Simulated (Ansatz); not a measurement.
A plane-wave DFT run in Ansatz 0.2.0 (scalar-relativistic PAW potentials unless the input names others): input and command.

```yaml
crystal:
  lattice:
    - [4.9064535172, 0.0, 0.0]
    - [0.0, 4.9064535172, 0.0]
    - [0.0, 0.0, 4.9064535172]
  atoms:
    - { symbol: Si, position: [0.017650741, 0.017650741, 0.017650741] }
    - { symbol: Si, position: [0.517650741, 0.517650741, 0.517650741] }
    - { symbol: Mo, position: [0.25, 0.0, 0.5] }
    - { symbol: Mo, position: [0.5, 0.75, 0.0] }
    - { symbol: Mo, position: [0.75, 0.0, 0.5] }
    - { symbol: Mo, position: [0.5, 0.25, 0.0] }
    - { symbol: Mo, position: [0.0, 0.5, 0.75] }
    - { symbol: Mo, position: [0.0, 0.5, 0.25] }
basis:
  ecutwfc: 420
kpoints:
  mp_grid: { grid: [8, 8, 8], kspacing: 0.3 }
hamiltonian:
  xc: pbe
scf:
  occupations: { method: gaussian, width: 0.15 }
  max_iter: 75
output:
  forces: true
  eigenvalues: true
  stress: true
```

```bash
ansatz run input.yaml --threads 2 --pin off --max-ram 5120MiB --backend cpu --events-out ev --progress --plain --runs-dir out
```

Question: What is wrong with this input?

Answer: The program refuses it, because of a mesh typed together with a spacing (kpoints.mp_grid.kspacing: not typed → 0.3). Without that key it is accepted.

Abridged log:
```
Error: invalid value for `kpoints.mp_grid.kspacing`: mutually exclusive with `grid` — set one or the other
```